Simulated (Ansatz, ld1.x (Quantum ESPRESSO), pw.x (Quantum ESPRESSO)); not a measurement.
# From atom to crystal: TM potential for gallium

```
Element                 : Ga (Z = 31)
Generator               : ld1.x (Quantum ESPRESSO) 7.5
Type                    : norm-conserving Troullier–Martins (Kleinman–Bylander form)
Functional              : PBE
Relativity              : scalar-relativistic
Frozen core             : [Ar] 3d10
Valence charge          : 3
Reference configuration : 4s1 4p0 (charge +2)
Partial waves           : 4p (bound, empty): rc 2.10 bohr; 4s (bound): rc 1.65 bohr
Local potential         : the s channel
Core correction         : a·sin(br)/r model core inside 1.75 bohr
```

Crystal test: fcc Ga in pw.x 7.5, no spin, 13³ k-points, Fermi–Dirac smearing 0.01 Ry, cutoffs 50/200 Ry. The reference is all-electron LAPW (Ansatz 0.2.0) with the same functional, mesh and smearing; V0 and B0 come from Birch–Murnaghan fits to the pressures at five volumes. Errors are pseudo minus all-electron; Δ is the rms difference of the E(V) curves that follow from these fits, minima aligned, over ±6 % about the mean V0. Mesh and smearing are coarse, so the numbers serve the comparison and aren't converged zero-temperature values; the lattice is a test structure that the element need not adopt.

All-electron: a0 = 4.236 Å (V0 = 19.00 Å³/atom), B0 = 48.8 GPa.

Question: How far does the potential miss the all-electron equation of state?

Answer: mean pressure error (GPa): -7.97. The pressure does not cross zero within the volumes sampled, so no fit is given. This is a poor potential for the solid.

```json
{"V (Å³/atom)": "18.074", "P all-electron (GPa)": "2.74", "P pseudo (GPa)": "-6.82"}
{"V (Å³/atom)": "18.549", "P all-electron (GPa)": "1.23", "P pseudo (GPa)": "-7.43"}
{"V (Å³/atom)": "19.025", "P all-electron (GPa)": "-0.07", "P pseudo (GPa)": "-7.94"}
{"V (Å³/atom)": "19.501", "P all-electron (GPa)": "-1.20", "P pseudo (GPa)": "-8.38"}
{"V (Å³/atom)": "19.976", "P all-electron (GPa)": "-2.17", "P pseudo (GPa)": "-8.73"}
```

Question: At the middle volume, how do free energy and pressure move when the wave cutoff is lowered (ecutrho kept at four times it)?

Answer:

```json
{"cutoff (Ry)": "22", "shift of F (meV/atom)": "+89.5", "shift of P (GPa)": "-0.92"}
{"cutoff (Ry)": "30", "shift of F (meV/atom)": "+26.5", "shift of P (GPa)": "-0.99"}
{"cutoff (Ry)": "40", "shift of F (meV/atom)": "+1.3", "shift of P (GPa)": "-0.07"}
```

Input at the middle volume:

```
&control
  calculation='scf', prefix='x', pseudo_dir='./', outdir='./tmp', tstress=.true., disk_io='none'
/
&system
  ibrav=0, nat=1, ntyp=1, ecutwfc=50, ecutrho=200, nbnd=8,
  occupations='smearing', smearing='fd', degauss=0.01
/
&electrons
  conv_thr=1e-09, mixing_beta=0.4, electron_maxstep=70
/
ATOMIC_SPECIES
Ga 1.0 Ga.UPF
CELL_PARAMETERS angstrom
  0.00000000 2.11884029 2.11884029
  2.11884029 0.00000000 2.11884029
  2.11884029 2.11884029 0.00000000
ATOMIC_POSITIONS crystal
Ga 0.0000 0.0000 0.0000
K_POINTS automatic
13 13 13 0 0 0
```

```bash
pw.x < Ga.scf.in > Ga.scf.out
```

Lines of the output:

```
Message from routine setup:
     using ibrav=0 with symmetry is DISCOURAGED, use correct ibrav instead
     lattice parameter (alat)  =       5.6626  a.u.
     unit-cell volume          =     128.3871 (a.u.)^3
     number of electrons       =         3.00
     number of Kohn-Sham states=            8
     kinetic-energy cutoff     =      50.0000  Ry
     charge density cutoff     =     200.0000  Ry
     scf convergence threshold =      1.0E-09
     Exchange-correlation= PBE
     number of k points=    84  Fermi-Dirac smearing, width (Ry)=  0.0100
     iteration #  1     ecut=    50.00 Ry     beta= 0.40
     total energy              =      -6.02249795 Ry
     estimated scf accuracy    <       0.09995812 Ry
     iteration #  2     ecut=    50.00 Ry     beta= 0.40
     total energy              =      -6.01189483 Ry
     estimated scf accuracy    <       0.03423209 Ry
     iteration #  3     ecut=    50.00 Ry     beta= 0.40
     total energy              =      -6.01305551 Ry
     estimated scf accuracy    <       0.00008977 Ry
     iteration #  4     ecut=    50.00 Ry     beta= 0.40
     c_bands:  1 eigenvalues not converged
     c_bands:  1 eigenvalues not converged
     total energy              =      -6.01311668 Ry
     estimated scf accuracy    <       0.00000336 Ry
     iteration #  5     ecut=    50.00 Ry     beta= 0.40
     total energy              =      -6.01311715 Ry
     estimated scf accuracy    <       0.00000017 Ry
     iteration #  6     ecut=    50.00 Ry     beta= 0.40
     total energy              =      -6.01311717 Ry
     estimated scf accuracy    <          3.7E-09 Ry
     iteration #  7     ecut=    50.00 Ry     beta= 0.40
     the Fermi energy is     5.7138 ev
!    total energy              =      -6.01311717 Ry
     estimated scf accuracy    <          2.1E-10 Ry
     smearing contrib. (-TS)   =      -0.00200781 Ry
     The total energy is F=E-TS. E is the sum of the following terms:
     one-electron contribution =       2.53322354 Ry
     hartree contribution      =       0.01675765 Ry
     xc contribution           =      -3.40830934 Ry
     ewald contribution        =      -5.15278121 Ry
     convergence has been achieved in   7 iterations
          total   stress  (Ry/bohr**3)                   (kbar)     P=      -79.44
     Message from routine punch:
     Nothing written, as per user request (disk_io='none')
```

The run at the middle volume (84 k-points, 7 iterations) took about 4.3 s on one core of a shared host (Neoverse-V1, 32 threads, 247 GiB, load 11).
